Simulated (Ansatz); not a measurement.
# Al2Au in Ansatz: the effect of functional

Crystal: Al2Au.

```
Au Al
1.0
     0.00000    3.00000    3.00000
     3.00000    0.00000    3.00000
     3.00000    3.00000    0.00000
Au Al
1 2
Direct
  0.00000 0.00000 0.00000
  0.75000 0.75000 0.75000
  0.25000 0.25000 0.25000
```

Alike in all runs:

| Property | Result |
| --- | --- |
| Program | Ansatz 0.2.0 |
| Task | equation of state |
| Potentials or basis | Ansatz PAW |
| k mesh | 8 × 8 × 8 |
| Occupations | fermi-dirac, width 0.05 eV |
| Spin | no spin polarisation |

One run gave: V0 of scaled cells 17.59 Å³/atom; B0 121 GPa. Which functional did it use?
A. LDA
B. r2SCAN
C. PBEsol

A.

```csv
functional,cutoff,V0 of scaled cells (Å³/atom),B0 (GPa)
LDA,420 eV,17.59,121
PBEsol,420 eV,18.01,114
r2SCAN,500 eV,18.07,118
```

Caveats: the PAW data sets come from PBE, with cores solved anew for the run's functional, which leaves a small shift of forces and pressure.

Not every run made on this cell is shown here.
